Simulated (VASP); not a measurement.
# BrH in VASP: settings compared

The runs below take BrH through single point, with PBE, RPBE.

Program: VASP 6.6.1. These are calculated values, not measurements. Logs are shortened: lines on timing, memory, paths and dates and some standing lists are left out, and cuts for length are marked.

## (1) The structure

The cell holds a molecule in a box, 2 atoms: a = 11.702 Å, b = 12.202 Å, c = 12.702 Å, α = 90.00°, β = 90.00°, γ = 90.00°.

## (2) Single point, PBE

The input, INCAR:

```
ALGO = Normal ; EDIFF = 1E-6
ENCUT = 400 ; GGA = PE
ISIF = 2 ; ISMEAR = 0
ISYM = 0 ; LASPH = T
LCHARG = F ; LREAL = F
LWAVE = F ; NELM = 100
PREC = Accurate ; SIGMA = 0.01
```

The input, KPOINTS:

```
k-points
0
Gamma
  1 1 1
```

The input, POSCAR:

```
HBr                                     
1.0
   11.7015812861      0.0000000000      0.0000000000
    0.0000000000     12.2015812861      0.0000000000
    0.0000000000      0.0000000000     12.7015812861
  Br              H             
     1     1
Selective dynamics
Direct
     0.5267829709000011    0.5187529815000005    0.4526995395999975   F   F   F
     0.4720358574442831    0.4887970829503596    0.5493823067504654   T   T   T
```

Potentials or basis: VASP PAW PBE potentials, release 64 (Br, H).

On the command line:

```
$ cat potpaw_PBE.64/Br/POTCAR potpaw_PBE.64/H/POTCAR > POTCAR
$ mpirun -np 1 vasp_gam > vasp.out
```

OUTCAR:

```text
EDIFF = 1E-6
   ENCUT = 400
   GGA = PE
   ISIF = 2
   ISMEAR = 0
   ISYM = 0
   LASPH = T
   LREAL = F
   NELM = 100
   PREC = Accurate

 ion  position               nearest neighbor table
   1  0.527  0.519  0.453-   2 1.43
   2  0.472  0.489  0.549-   1 1.43

IMPORTANT INFORMATION: All symmetrisations will be switched off!
NOSYMM: (Re-)initialisation of all symmetry stuff for point group C_1.

----------------------------------------------------------------------------------------

                                     Primitive cell

  volume of cell :    1813.5038

  direct lattice vectors                    reciprocal lattice vectors
    11.701581286  0.000000000  0.000000000     0.085458536  0.000000000  0.000000000
     0.000000000 12.201581286  0.000000000     0.000000000  0.081956590  0.000000000
     0.000000000  0.000000000 12.701581286     0.000000000  0.000000000  0.078730355

  length of vectors
    11.701581286 12.201581286 12.701581286     0.085458536  0.081956590  0.078730355

  position of ions in fractional coordinates (direct lattice)
     0.526782971  0.518752982  0.452699540
     0.472035857  0.488797083  0.549382307

  ion indices of the primitive-cell ions
   primitive index   ion index
                 1           1
                 2           2

----------------------------------------------------------------------------------------

 KPOINTS: k-points

Automatic generation of k-mesh.
 Grid dimensions read from file:
 generate k-points for:    1    1    1

 Generating k-lattice:

  Cartesian coordinates                     Fractional coordinates (reciprocal lattice)
     0.085458536  0.000000000  0.000000000     1.000000000  0.000000000  0.000000000
     0.000000000  0.081956590  0.000000000     0.000000000  1.000000000  0.000000000
     0.000000000  0.000000000  0.078730355     0.000000000  0.000000000  1.000000000

  Length of vectors
     0.085458536  0.081956590  0.078730355

  Shift w.r.t. Gamma in fractional coordinates (k-lattice)
     0.000000000  0.000000000  0.000000000

 Subroutine IBZKPT returns following result:
 ===========================================

 Found      1 irreducible k-points:

 Following reciprocal coordinates:
            Coordinates               Weight
  0.000000  0.000000  0.000000      1.000000
   k-points           NKPTS =      1   k-points in BZ     NKDIM =      1   number of bands    NBANDS=      8
   number of dos      NEDOS =    301   number of ions     NIONS =      2
   total plane-waves  NPLWV = 537600
   dimension x,y,z NGX =    80 NGY =   80 NGZ =   84
   dimension x,y,z NGXF=   160 NGYF=  160 NGZF=  168
   ions per type =               1   1
   NGX,Y,Z   is equivalent  to a cutoff of  11.37, 10.90, 10.99 a.u.
   NGXF,Y,Z  is equivalent  to a cutoff of  22.73, 21.80, 21.99 a.u.
 SYSTEM =  unknown system
   PREC   = accura    normal or accurate (medium, high low for compatibility)
   ISTART =      0    job   : 0-new  1-cont  2-samecut
   ICHARG =      2    charge: 1-file 2-atom 10-const
   ISPIN  =      1    spin polarized calculation?
   LNONCOLLINEAR =      F non collinear calculations
   LSORBIT =      F    spin-orbit coupling
   LASPH  =      T    aspherical Exc in radial PAW
   ENCUT  =  400.0 eV  29.40 Ry    5.42 a.u.  19.08 19.90 20.71*2*pi/ulx,y,z
   NELM   =    100;   NELMIN=  2; NELMDL= -5     # of ELM steps
   EDIFF  = 0.1E-05   stopping-criterion for ELM
   LREAL  =      F    real-space projection
   EDIFFG = 0.1E-04   stopping-criterion for IOM
   NSW    =      0    number of steps for IOM
   IBRION =     -1    ionic relax: 0-MD 1-quasi-New 2-CG
   NFREE  =      0    steps in history (QN), initial steepest desc. (CG)
   ISIF   =      2    stress and relaxation
   ISYM   =      0    0-nonsym 1-usesym 2-fastsym
   POTIM  = 0.5000    time-step for ionic-motion
   TEBEG  =    0.0;   TEEND  =   0.0 temperature during run
   PSTRESS=    0.0 pullay stress
   NELECT =       8.0000    total number of electrons
   NUPDOWN=      -1.0000    fix difference up-down
   EMIN   =  10.00;   EMAX   =-10.00  energy-range for DOS
   EFERMI =   0.00;   METHOD = LEGACY
   ISMEAR =     0;   SIGMA  =   0.01  broadening in eV -4-tet -1-fermi 0-gaus
   EFERMI_NEDOS =   21; number of points for ismear=-14 and -15
   IALGO  =     38    algorithm
   IMIX   =      4    mixing-type and parameters
     AMIX     =   0.40;   BMIX     =  1.00
     AMIX_MAG =   1.60;   BMIX_MAG =  1.00
  volume/ion in A,a.u.               =     906.75      6119.06
  Fermi-wavevector in a.u.,A,eV,Ry     =   0.268492  0.507377  0.980819  0.072088
  Thomas-Fermi vector in A             =   1.104892
   LORBIT       =      0    0 simple, 1 ext, 2 COOP (PROOUT), +10 PAW based schemes
   GGA     = PE    functional components
   LHFCALC =     F    Hartree Fock is set to
   AEXX    =    0.0000 exact exchange contribution
   IVDW    =     0    specifies the selected vdW correction
   LEPSILON=     F    determine dielectric tensor
   LRPA    =     F    only Hartree local field effects (RPA)
 non-spin polarized calculation
 Gauss-broadening in eV      SIGMA  =   0.01
  energy-cutoff  :      400.00
  volume of cell :     1813.50
 maximum number of plane-waves:     16463
 NGX is ok and might be reduce to    80
   NGX = 39   NGY = 39   NGZ = 41

 number of electron       7.9999997 magnetization

 Free energy of the ion-electron system (eV)
  ---------------------------------------------------
  ext. energy  EPLUGINS =         0.00000000
  ---------------------------------------------------
  free energy    TOTEN  =        -5.38376392 eV

  energy without entropy =       -5.38376392  energy(sigma->0) =       -5.38376392

 E-fermi :  -7.2543     XC(G=0):  -0.4562

 val. band max:       -7.3038015871   @ k =   0.0000   0.0000   0.0000
 cond. band min:      -1.4077409690   @ k =   0.0000   0.0000   0.0000
 fundamental gap:      5.8960606181
 Fermi energy:        -7.2543059795

 k-point     1 :       0.0000    0.0000    0.0000
  band No.  band energies     occupation
      1     -20.3669      2.00000
      2     -10.9617      2.00000
      3      -7.3041      2.00000
      4      -7.3038      2.00000
      5      -1.4077      0.00000
      6      -0.0619      0.00000
      7       0.6386      0.00000
      8       0.6862      0.00000

------------------------ aborting loop because EDIFF is reached ----------------------------------------

  FORCE on cell =-STRESS in cart. coord.  units (eV):
  Direction    XX          YY          ZZ          XY          YZ          ZX
  --------------------------------------------------------------------------------------
  -------------------------------------------------------------------------------------
  Total       -0.0649645     -0.0663449     -0.0617084      0.0012796     -0.0022368     -0.0039223
  in kB       -0.0573942     -0.0586138     -0.0545175      0.0011305     -0.0019761     -0.0034652
  external PRESSURE =      -0.0568418 kB  Pullay stress =       0.0000000 kB

 VOLUME and BASIS-vectors are now :
 -----------------------------------------------------------------------------
  energy-cutoff  :      400.00
  volume of cell :     1813.50
      direct lattice vectors                 reciprocal lattice vectors
    11.701581286  0.000000000  0.000000000     0.085458536  0.000000000  0.000000000
     0.000000000 12.201581286  0.000000000     0.000000000  0.081956590  0.000000000
     0.000000000  0.000000000 12.701581286     0.000000000  0.000000000  0.078730355

 POSITION                                       TOTAL-FORCE (eV/Angst)
 -----------------------------------------------------------------------------------
      6.16419      6.32961      5.75000         0.000940      0.000348     -0.000462
      5.52357      5.96410      6.97802        -0.000940     -0.000348      0.000462
 -----------------------------------------------------------------------------------
    total drift:                                0.000171      0.000196      0.000195

  FREE ENERGIE OF THE ION-ELECTRON SYSTEM (eV)
  ---------------------------------------------------
  free  energy   TOTEN  =        -5.3837639193 eV

  energy  without entropy=       -5.3837639193  energy(sigma->0) =       -5.38376392
```

OSZICAR:

```text
N       E                     dE             d eps       ncg     rms          rms(c)
DAV:   1     0.600689749365E+02    0.60069E+02   -0.13897E+03    24   0.408E+02
DAV:   2     0.185346997076E+02   -0.41534E+02   -0.41534E+02    24   0.589E+01
DAV:   3    -0.466715918693E+01   -0.23202E+02   -0.23202E+02    24   0.587E+01
[... 13 lines left out ...]
DAV:  17    -0.538374883683E+01   -0.25361E-04   -0.80514E-07    32   0.455E-03    0.900E-04
DAV:  18    -0.538375806705E+01   -0.92302E-05   -0.25926E-07    16   0.240E-03    0.275E-04
DAV:  19    -0.538376161400E+01   -0.35469E-05   -0.97481E-08    32   0.139E-03    0.460E-04
DAV:  20    -0.538376354368E+01   -0.19297E-05   -0.46645E-08    24   0.100E-03    0.135E-04
DAV:  21    -0.538376391928E+01   -0.37559E-06   -0.13819E-09    32   0.287E-04
   1 F= -.53837639E+01 E0= -.53837639E+01  d E =-.230238E-12
```

stdout:

```text
POSCAR found type information on POSCAR BrH
 POSCAR found :  2 types and       2 ions
 scaLAPACK will be used
 LDA part: xc-table for (Slater+PW92), standard interpolation
 POSCAR, INCAR and KPOINTS ok, starting setup
 FFT: planning ... GRIDC
 FFT: planning ... GRID_SOFT
 FFT: planning ... GRID
 WAVECAR not read
 entering main loop
```

Wall time 39 s (1 thread of Intel Xeon 6975P-C (Granite Rapids), shared host); peak memory 0.9 GiB.

What came out:

* Free energy: -5.3838 eV
* Gap between the frontier levels: 5.90 eV

## (3) Single point, RPBE

INCAR, as its differences from that of step 2:

```diff
@@ -1,3 +1,3 @@
 ALGO = Normal ; EDIFF = 1E-6
-ENCUT = 400 ; GGA = PE
+ENCUT = 400 ; GGA = RP
 ISIF = 2 ; ISMEAR = 0
```

KPOINTS is that of step 2.

POSCAR is that of step 2.

Potentials or basis: VASP PAW PBE potentials, release 64 (Br, H).

On the command line:

```
$ cat potpaw_PBE.64/Br/POTCAR potpaw_PBE.64/H/POTCAR > POTCAR
$ mpirun -np 1 vasp_gam > vasp.out
```

OUTCAR:

```text
EDIFF = 1E-6
   ENCUT = 400
   GGA = RP
   ISIF = 2
   ISMEAR = 0
   ISYM = 0
   LASPH = T
   LREAL = F
   NELM = 100
   PREC = Accurate

 ion  position               nearest neighbor table
   1  0.527  0.519  0.453-   2 1.43
   2  0.472  0.489  0.549-   1 1.43

IMPORTANT INFORMATION: All symmetrisations will be switched off!
NOSYMM: (Re-)initialisation of all symmetry stuff for point group C_1.

----------------------------------------------------------------------------------------

                                     Primitive cell

  volume of cell :    1813.5038

  direct lattice vectors                    reciprocal lattice vectors
    11.701581286  0.000000000  0.000000000     0.085458536  0.000000000  0.000000000
     0.000000000 12.201581286  0.000000000     0.000000000  0.081956590  0.000000000
     0.000000000  0.000000000 12.701581286     0.000000000  0.000000000  0.078730355

  length of vectors
    11.701581286 12.201581286 12.701581286     0.085458536  0.081956590  0.078730355

  position of ions in fractional coordinates (direct lattice)
     0.526782971  0.518752982  0.452699540
     0.472035857  0.488797083  0.549382307

  ion indices of the primitive-cell ions
   primitive index   ion index
                 1           1
                 2           2

----------------------------------------------------------------------------------------

 KPOINTS: k-points

Automatic generation of k-mesh.
 Grid dimensions read from file:
 generate k-points for:    1    1    1

 Generating k-lattice:

  Cartesian coordinates                     Fractional coordinates (reciprocal lattice)
     0.085458536  0.000000000  0.000000000     1.000000000  0.000000000  0.000000000
     0.000000000  0.081956590  0.000000000     0.000000000  1.000000000  0.000000000
     0.000000000  0.000000000  0.078730355     0.000000000  0.000000000  1.000000000

  Length of vectors
     0.085458536  0.081956590  0.078730355

  Shift w.r.t. Gamma in fractional coordinates (k-lattice)
     0.000000000  0.000000000  0.000000000

 Subroutine IBZKPT returns following result:
 ===========================================

 Found      1 irreducible k-points:

 Following reciprocal coordinates:
            Coordinates               Weight
  0.000000  0.000000  0.000000      1.000000
   k-points           NKPTS =      1   k-points in BZ     NKDIM =      1   number of bands    NBANDS=      8
   number of dos      NEDOS =    301   number of ions     NIONS =      2
   total plane-waves  NPLWV = 537600
   dimension x,y,z NGX =    80 NGY =   80 NGZ =   84
   dimension x,y,z NGXF=   160 NGYF=  160 NGZF=  168
   ions per type =               1   1
   NGX,Y,Z   is equivalent  to a cutoff of  11.37, 10.90, 10.99 a.u.
   NGXF,Y,Z  is equivalent  to a cutoff of  22.73, 21.80, 21.99 a.u.
 SYSTEM =  unknown system
   PREC   = accura    normal or accurate (medium, high low for compatibility)
   ISTART =      0    job   : 0-new  1-cont  2-samecut
   ICHARG =      2    charge: 1-file 2-atom 10-const
   ISPIN  =      1    spin polarized calculation?
   LNONCOLLINEAR =      F non collinear calculations
   LSORBIT =      F    spin-orbit coupling
   LASPH  =      T    aspherical Exc in radial PAW
   ENCUT  =  400.0 eV  29.40 Ry    5.42 a.u.  19.08 19.90 20.71*2*pi/ulx,y,z
   NELM   =    100;   NELMIN=  2; NELMDL= -5     # of ELM steps
   EDIFF  = 0.1E-05   stopping-criterion for ELM
   LREAL  =      F    real-space projection
   EDIFFG = 0.1E-04   stopping-criterion for IOM
   NSW    =      0    number of steps for IOM
   IBRION =     -1    ionic relax: 0-MD 1-quasi-New 2-CG
   NFREE  =      0    steps in history (QN), initial steepest desc. (CG)
   ISIF   =      2    stress and relaxation
   ISYM   =      0    0-nonsym 1-usesym 2-fastsym
   POTIM  = 0.5000    time-step for ionic-motion
   TEBEG  =    0.0;   TEEND  =   0.0 temperature during run
   PSTRESS=    0.0 pullay stress
   NELECT =       8.0000    total number of electrons
   NUPDOWN=      -1.0000    fix difference up-down
   EMIN   =  10.00;   EMAX   =-10.00  energy-range for DOS
   EFERMI =   0.00;   METHOD = LEGACY
   ISMEAR =     0;   SIGMA  =   0.01  broadening in eV -4-tet -1-fermi 0-gaus
   EFERMI_NEDOS =   21; number of points for ismear=-14 and -15
   IALGO  =     38    algorithm
   IMIX   =      4    mixing-type and parameters
     AMIX     =   0.40;   BMIX     =  1.00
     AMIX_MAG =   1.60;   BMIX_MAG =  1.00
  volume/ion in A,a.u.               =     906.75      6119.06
  Fermi-wavevector in a.u.,A,eV,Ry     =   0.268492  0.507377  0.980819  0.072088
  Thomas-Fermi vector in A             =   1.104892
   LORBIT       =      0    0 simple, 1 ext, 2 COOP (PROOUT), +10 PAW based schemes
   GGA     = RP    functional components
   LHFCALC =     F    Hartree Fock is set to
   AEXX    =    0.0000 exact exchange contribution
   IVDW    =     0    specifies the selected vdW correction
   LEPSILON=     F    determine dielectric tensor
   LRPA    =     F    only Hartree local field effects (RPA)
 non-spin polarized calculation
 Gauss-broadening in eV      SIGMA  =   0.01
  energy-cutoff  :      400.00
  volume of cell :     1813.50
 maximum number of plane-waves:     16463
 NGX is ok and might be reduce to    80
   NGX = 39   NGY = 39   NGZ = 41

 number of electron       7.9999997 magnetization

 Free energy of the ion-electron system (eV)
  ---------------------------------------------------
  ext. energy  EPLUGINS =         0.00000000
  ---------------------------------------------------
  free energy    TOTEN  =        -5.39057555 eV

  energy without entropy =       -5.39057555  energy(sigma->0) =       -5.39057555

 E-fermi :  -7.1985     XC(G=0):  -0.4744

 val. band max:       -7.2773990958   @ k =   0.0000   0.0000   0.0000
 cond. band min:      -1.4339408777   @ k =   0.0000   0.0000   0.0000
 fundamental gap:      5.8434582181
 Fermi energy:        -7.1985350672

 k-point     1 :       0.0000    0.0000    0.0000
  band No.  band energies     occupation
      1     -20.3192      2.00000
      2     -10.9473      2.00000
      3      -7.2776      2.00000
      4      -7.2774      2.00000
      5      -1.4339      0.00000
      6      -0.0906      0.00000
      7       0.5812      0.00000
      8       0.6543      0.00000

------------------------ aborting loop because EDIFF is reached ----------------------------------------

  FORCE on cell =-STRESS in cart. coord.  units (eV):
  Direction    XX          YY          ZZ          XY          YZ          ZX
  --------------------------------------------------------------------------------------
  -------------------------------------------------------------------------------------
  Total       -0.0572402     -0.0629534     -0.0367829      0.0049365     -0.0092518     -0.0162139
  in kB       -0.0505700     -0.0556175     -0.0324966      0.0043613     -0.0081737     -0.0143245
  external PRESSURE =      -0.0462280 kB  Pullay stress =       0.0000000 kB

 VOLUME and BASIS-vectors are now :
 -----------------------------------------------------------------------------
  energy-cutoff  :      400.00
  volume of cell :     1813.50
      direct lattice vectors                 reciprocal lattice vectors
    11.701581286  0.000000000  0.000000000     0.085458536  0.000000000  0.000000000
     0.000000000 12.201581286  0.000000000     0.000000000  0.081956590  0.000000000
     0.000000000  0.000000000 12.701581286     0.000000000  0.000000000  0.078730355

 POSITION                                       TOTAL-FORCE (eV/Angst)
 -----------------------------------------------------------------------------------
      6.16419      6.32961      5.75000         0.011131      0.006177     -0.020023
      5.52357      5.96410      6.97802        -0.011131     -0.006177      0.020023
 -----------------------------------------------------------------------------------
    total drift:                                0.000160      0.000206      0.000195

  FREE ENERGIE OF THE ION-ELECTRON SYSTEM (eV)
  ---------------------------------------------------
  free  energy   TOTEN  =        -5.3905755452 eV

  energy  without entropy=       -5.3905755452  energy(sigma->0) =       -5.39057555
```

OSZICAR:

```text
N       E                     dE             d eps       ncg     rms          rms(c)
DAV:   1     0.597085745898E+02    0.59709E+02   -0.13891E+03    24   0.408E+02
DAV:   2     0.184041909258E+02   -0.41304E+02   -0.41304E+02    24   0.582E+01
DAV:   3    -0.463894198876E+01   -0.23043E+02   -0.23043E+02    24   0.586E+01
[... 13 lines left out ...]
DAV:  17    -0.539055868779E+01   -0.26305E-04   -0.95527E-07    32   0.499E-03    0.151E-03
DAV:  18    -0.539057095466E+01   -0.12267E-04   -0.45087E-07    16   0.315E-03    0.495E-04
DAV:  19    -0.539057315742E+01   -0.22028E-05   -0.73297E-08    32   0.129E-03    0.708E-04
DAV:  20    -0.539057534311E+01   -0.21857E-05   -0.51287E-08    24   0.109E-03    0.644E-04
DAV:  21    -0.539057554520E+01   -0.20208E-06   -0.66784E-10    32   0.268E-04
   1 F= -.53905755E+01 E0= -.53905755E+01  d E =-.920746E-29
```

Wall time 37 s (1 thread of Intel Xeon 6975P-C (Granite Rapids), shared host); peak memory 0.9 GiB.

Results:

```
Free energy                     : -5.3906 eV
Largest force                   : 0.024 eV/Å
Gap between the frontier levels : 5.84 eV
```

Forces on the atoms (eV/Å):
```
Br   0.011  0.006 -0.020
H   -0.011 -0.006  0.020
```

Caveat: the PAW data sets were made with another functional, which shifts forces and pressure a little.
